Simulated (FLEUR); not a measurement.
# Fe (c factor at fixed volume 1.15 on the database's cell): anisotropy by force theorems

Aim: the anisotropy of Fe (c factor at fixed volume 1.15 on the database's cell) from single passes in the potential of one collinear state.

Program: FLEUR MaX-R8.1. Level of theory: PBE; all-electron FLAPW, Dirac cores, scalar-relativistic bands. Results are calculated unless marked as measured.

Most raw output is cut from this account.

This is not the structure that Fe takes at ambient pressure and room temperature (bcc); it is a model or a phase of other conditions.

The database entry behind the starting cell differs from later determinations by our own check (an axis about 0.7 % long against later determinations), so it need not match the best structure at ambient conditions.

**1. The starting structure**

Symmetry: I4/mmm, No. 139, tetragonal system. The conventional cell has a = 2.691 Å, b = 2.691 Å, c = 3.319 Å, α = 90.00°, β = 90.00°, γ = 90.00°. Fe has 12 Fe at 2.52 to 2.69 Å nearest.

Structure file:

```cif
data_structure
_symmetry_space_group_name_H-M 'P 1'
_symmetry_Int_Tables_number 1
_cell_length_a 2.5249
_cell_length_b 2.5249
_cell_length_c 2.5249
_cell_angle_alpha 115.592
_cell_angle_beta 115.592
_cell_angle_gamma 97.821
_cell_volume 12.02
loop_
_atom_site_label
_atom_site_type_symbol
_atom_site_fract_x
_atom_site_fract_y
_atom_site_fract_z
_atom_site_occupancy
Fe1 Fe 0.00000 0.00000 0.00000 1
```

The cell is strained on purpose: c factor at fixed volume 1.15 on the database's cell.

**2. Self-consistent state**

The force theorems are single passes in this state's potential, so it has to be converged first.

No symmetry is used, so that later steps may turn the spins freely; k and −k are joined. inpgen writes inp.xml from crystal.txt; cutoffs, mixing, functional, smearing and local orbitals are then set in the file. The k list scf (kpts.xml, not shown) is a Γ-centred 14×14×14 mesh; where the ranks do not divide the number of points, some are split in two of half the weight.

Contents of inp.xml:

```
<?xml version="1.0" encoding="UTF-8" standalone="no"?>
<fleurInput fleurInputVersion="0.39">
   <comment>
      Fe
   </comment>
   <calculationSetup>
      <cutoffs Kmax="3.6" Gmax="10.8" GmaxXC="10.8" numbands="0"/>
      <scfLoop itmax="110" minDistance="0.00002" maxIterBroyd="15" imix="Anderson" alpha="0.05" precondParam="0.0" spinf="2.0" sdNocoIR="T"/>
      <coreElectrons ctail="F" frcor="F" kcrel="0" coretail_lmax="0"/>
      <xcFunctional name="pbe" relativisticCorrections="F"/>
      <magnetism jspins="2" l_noco="F" l_ss="F">
         <qss>0.0 0.0 0.0</qss>
         <mtNocoParams l_mperp="F" l_mtNocoPot="F" l_relaxSQA="F" mag_mixing_scheme="0" mix_RelaxWeightOffD="1.0" l_constrained="F" mix_constr="1.0"/>
         <sourceFreeMag l_sourceFree="F" l_scaleMag="F" mag_scale="1.0"/>
      </magnetism>
      <soc l_soc="F" theta="0.0" phi="0.0" spav="F"/>
      <expertModes spex="0" secvar="F"/>
      <geometryOptimization l_f="F" forcealpha="1.0" forcemix="BFGS" epsdisp="0.00001" epsforce="0.00001"/>
      <ldaU l_linMix="F" mixParam="0.05" spinf="1.0"/>
   </calculationSetup>
   <cell>
      <bzIntegration valenceElectrons="16.0" mode="hist" fermiSmearingEnergy="0.00183747">
         <kPointListSelection listName="scf"/>
         <xi:include xmlns:xi="http://www.w3.org/2001/XInclude" href="kpts.xml"> </xi:include>
      </bzIntegration>
      <xi:include xmlns:xi="http://www.w3.org/2001/XInclude" href="sym.xml"> </xi:include>
      <bulkLattice scale="1.0">
         <bravaisMatrix>
            <row-1>   -2.5428238636457530     2.5428238636457530     3.1359060174674700</row-1>
            <row-2>    2.5428238636457530    -2.5428238636457530     3.1359060174674700</row-2>
            <row-3>    2.5428238636457530     2.5428238636457530    -3.1359060174674700</row-3>
         </bravaisMatrix>
      </bulkLattice>
   </cell>
   <atomSpecies>
      <species name="Iron (Fe) 2.800" element="Fe" atomicNumber="26">
         <mtSphere radius="2.33" gridPoints="771" logIncrement="0.016"/>
         <atomicCutoffs lmax="8" lnonsphr="6"/>
         <electronConfig flipSpins="F">
            <coreConfig>(1s1/2) (2s1/2) (2p1/2) (2p3/2)</coreConfig>
            <valenceConfig>(3s1/2) (3p1/2) (3p3/2) (4s1/2) (3d3/2) (3d5/2)</valenceConfig>
            <stateOccupation state="(3d3/2)" spinUp="1.4" spinDown="1.0"/>
            <stateOccupation state="(3d5/2)" spinUp="3.0" spinDown="0.6"/>
         </electronConfig>
         <energyParameters s="4" p="4" d="3" f="4"/>
         <lo type="SCLO" l="0" n="3" eDeriv="0"/>
         <lo type="SCLO" l="1" n="3" eDeriv="0"/>
      </species>
   </atomSpecies>
   <atomGroups>
      <atomGroup species="Iron (Fe) 2.800">
         <relPos label="                   1">.0000000000 .0000000000 .0000000000</relPos>
         <force calculate="T" relaxXYZ="TTT"/>
         <nocoParams  alpha="0.0" beta="0.0"/>
      </atomGroup>
   </atomGroups>
   <output dos="F" band="F" slice="F">
      <bandDOS minEnergy="-.5*Htr" maxEnergy="0.5*Htr" sigma="0.015" storeEVData="T"/>
      <plotting iplot="0" polar="F">
         <plot TwoD="T" vec1="  1.0  0.0  0.0" vec2="  0.0  1.0  0.0" vec3="  0.0  0.0  1.0" zero="  0.0  0.0  0.0" file="plot"/>
      </plotting>
      <moessbauerParams electricFieldGradient="F" isomerShift="F" coreHyperfine="F" valenceHyperfine="F"/>
   </output>
</fleurInput>
```

Contents of crystal.txt:

```
Fe
&input film=F cartesian=F /
-1.34560444000  1.34560444000  1.65945000000
1.34560444000  -1.34560444000  1.65945000000
1.34560444000  1.34560444000  -1.65945000000
1.8897261246
1.0 1.0 1.0

1
26 0.00000000000  0.00000000000  0.00000000000 : 2.800

&kpt div1=14 div2=14 div3=14 gamma=T /
```

Launch:

```sh
> OMP_NUM_THREADS=1 inpgen -f crystal.txt -nosym -noco > inpgen.log  # inp.xml is then edited as shown
> OMP_NUM_THREADS=1 mpirun -n 4 fleur_MPI > fleur.log
```

Wall time 77 s (4 MPI ranks of Arm Neoverse V2, shared host); peak memory 0.33 GiB.

Numbers from this step:

| Quantity | Value |
| --- | --- |
| free energy | -34634.6646 eV |
| magnetization | 2.431 μB |
| final state | ferromagnetic |
| largest moment | 2.485 μB |

After 22 cycles the largest moment stands at 2.49 μB.

**3. Anisotropy by the force theorem, rung 1**

Anisotropy is a small difference, so it is taken from sums over occupied states at a frozen potential, where most errors cancel.

One pass with spin–orbit coupling for each direction, from the saved density. Inversion lets half of the mesh serve, which the program's warning doesn't know. The k list mae (kpts.xml, not shown) is a Γ-centred 20×20×20 mesh.

Edit inp.xml of step 2 so:

```diff
@@ -6,4 +6,4 @@
    <calculationSetup>
-      <cutoffs Kmax="3.6" Gmax="10.8" GmaxXC="10.8" numbands="0"/>
-      <scfLoop itmax="110" minDistance="0.00002" maxIterBroyd="15" imix="Anderson" alpha="0.05" precondParam="0.0" spinf="2.0" sdNocoIR="T"/>
+      <cutoffs Kmax="3.6" Gmax="10.8" GmaxXC="10.8" numbands="36"/>
+      <scfLoop itmax="1" minDistance="0.00002" maxIterBroyd="15" imix="Anderson" alpha="0.05" precondParam="0.0" spinf="2.0" sdNocoIR="T"/>
       <coreElectrons ctail="F" frcor="F" kcrel="0" coretail_lmax="0"/>
@@ -15,3 +15,3 @@
       </magnetism>
-      <soc l_soc="F" theta="0.0" phi="0.0" spav="F"/>
+      <soc l_soc="T" theta="0.0" phi="0.0" spav="F"/>
       <expertModes spex="0" secvar="F"/>
@@ -22,3 +22,3 @@
       <bzIntegration valenceElectrons="16.0" mode="hist" fermiSmearingEnergy="0.00183747">
-         <kPointListSelection listName="scf"/>
+         <kPointListSelection listName="mae"/>
          <xi:include xmlns:xi="http://www.w3.org/2001/XInclude" href="kpts.xml"> </xi:include>
@@ -63,2 +63,5 @@
    </output>
+   <forceTheorem>
+      <MAE theta="0.0 1.5707963 1.5707963 0.7853982" phi="0.0 0.0 0.7853982 0.0"/>
+   </forceTheorem>
 </fleurInput>
```

Launch:

```sh
> OMP_NUM_THREADS=1 mpirun -n 4 fleur_MPI -warn_only > fleur.log
```

Run time: 48 s. Hardware: 4 MPI ranks; peak memory 0.96 GiB.

Anisotropy energies, by row:

```tsv
axis	x	y	z	band energy less the first axis' (meV a cell)
[001]	0	0	1	0
[100]	1	0	0	-0.04939
[110]	0.7071	0.7071	0	-0.04906
45 degrees from [001] toward [100]	0.7071	0	0.7071	-0.0249
```

Indices are those of the standard conventional cell; x, y, z give the same directions in the axes of the input.

**4. Anisotropy by the force theorem, rung 2**

A second rung shows how far the first can be trusted.

The k list mae (kpts.xml, not shown) is a Γ-centred 29×29×29 mesh.

inp.xml is that of step 3.

It took 2.4 min on 4 MPI ranks; peak memory 2.6 GiB.

Anisotropy energies, by row:

```tsv
axis	x	y	z	band energy less the first axis' (meV a cell)
[001]	0	0	1	0
[100]	1	0	0	-0.06248
[110]	0.7071	0.7071	0	-0.06229
45 degrees from [001] toward [100]	0.7071	0	0.7071	-0.03192
```

**5. Spin–orbit coupling, moments along [001]**

Spin–orbit coupling ties the spins to the lattice and lets orbital moments form.

A new self-consistent run of the start ferro +, with the moments along z. The k list default-1 (kpts.xml, not shown) is a Γ-centred 29×29×29 mesh.

Edit inp.xml of step 2 so:

```diff
@@ -6,12 +6,8 @@
    <calculationSetup>
-      <cutoffs Kmax="3.6" Gmax="10.8" GmaxXC="10.8" numbands="0"/>
+      <cutoffs Kmax="3.6" Gmax="10.8" GmaxXC="10.8" numbands="36"/>
       <scfLoop itmax="110" minDistance="0.00002" maxIterBroyd="15" imix="Anderson" alpha="0.05" precondParam="0.0" spinf="2.0" sdNocoIR="T"/>
-      <coreElectrons ctail="F" frcor="F" kcrel="0" coretail_lmax="0"/>
+      <coreElectrons ctail="T" frcor="F" kcrel="0" coretail_lmax="0"/>
       <xcFunctional name="pbe" relativisticCorrections="F"/>
-      <magnetism jspins="2" l_noco="F" l_ss="F">
-         <qss>0.0 0.0 0.0</qss>
-         <mtNocoParams l_mperp="F" l_mtNocoPot="F" l_relaxSQA="F" mag_mixing_scheme="0" mix_RelaxWeightOffD="1.0" l_constrained="F" mix_constr="1.0"/>
-         <sourceFreeMag l_sourceFree="F" l_scaleMag="F" mag_scale="1.0"/>
-      </magnetism>
-      <soc l_soc="F" theta="0.0" phi="0.0" spav="F"/>
+      <magnetism jspins="2"/>
+      <soc l_soc="T" theta="0.0" phi="0.0" spav="F"/>
       <expertModes spex="0" secvar="F"/>
@@ -22,3 +18,3 @@
       <bzIntegration valenceElectrons="16.0" mode="hist" fermiSmearingEnergy="0.00183747">
-         <kPointListSelection listName="scf"/>
+         <kPointListSelection listName="default-1"/>
          <xi:include xmlns:xi="http://www.w3.org/2001/XInclude" href="kpts.xml"> </xi:include>
@@ -53,3 +49,2 @@
          <force calculate="T" relaxXYZ="TTT"/>
-         <nocoParams  alpha="0.0" beta="0.0"/>
       </atomGroup>
```

Edit crystal.txt of step 2 so:

```diff
@@ -11,2 +11,3 @@
 
-&kpt div1=14 div2=14 div3=14 gamma=T /
+&soc 0.0000000 0.0000000 /
+&kpt div1=29 div2=29 div3=29 gamma=T /
```

Launch:

```sh
> OMP_NUM_THREADS=1 inpgen -f crystal.txt > inpgen.log  # inp.xml is then edited as shown
> OMP_NUM_THREADS=1 mpirun -n 4 fleur_MPI > fleur.log
```

It took 4.1 min on 4 MPI ranks; peak memory 0.8 GiB.

This step gave:

```yaml
free_energy: -34634.6797 eV
program_s_band_gap_on_this_mesh_in_a_metal_only_a_level_spacing: 0 eV
magnetization: 2.436 μB
final_state: ferromagnetic
largest_moment: 2.490 μB
orbital_moment_along_the_spin: 0.05266 μB
```

Orbital moment in the sphere, along the spin axis by atom:

```tsv
atom	orbital moment in the sphere, along the spin axis (μB)
Fe1	0.0527
```

**6. Summary of results**

```json
{
  "reference state": "ferromagnetic",
  "largest sphere moment": "2.49 μB",
  "easy direction of those tried": "the plane normal to [001]",
  "energy along [100] less [001], force theorem": "-0.0625 meV a primitive cell",
  "orbital moment on the atom of largest spin, along its spin (spin–orbit run)": "0.0527 μB"
}
```

What this shows: By the force theorem the moments prefer the plane normal to [001], with no direction in it resolved; shape anisotropy is not in it. The difference for the second direction goes from -0.049 meV (mesh 20×20×20, 36 states, 3.2 min of CPU time) to -0.062 meV (mesh 29×29×29, 36 states, 9.5 min). The orbital moment is parallel to the spin. The state was typed, and no other order was converged beside it, so it need not be the ground state.

[Logs and program files are shortened in this print: banners, set-up blocks, solver, clock and traceback lines can be left out without a mark of their own.]

[Logs are printed without paths, hosts, clocks, repeated set-up lines and the standing remarks that a program may print on its own settings, such as how far it seeks lower states.]

[Hosts, paths, dates, database ids (printed as entryN), source tags and the programs' standing remarks are cut or masked in the printed files.]

[Where a cell is said to come from a database of computed structures, the database is the Materials Project.]
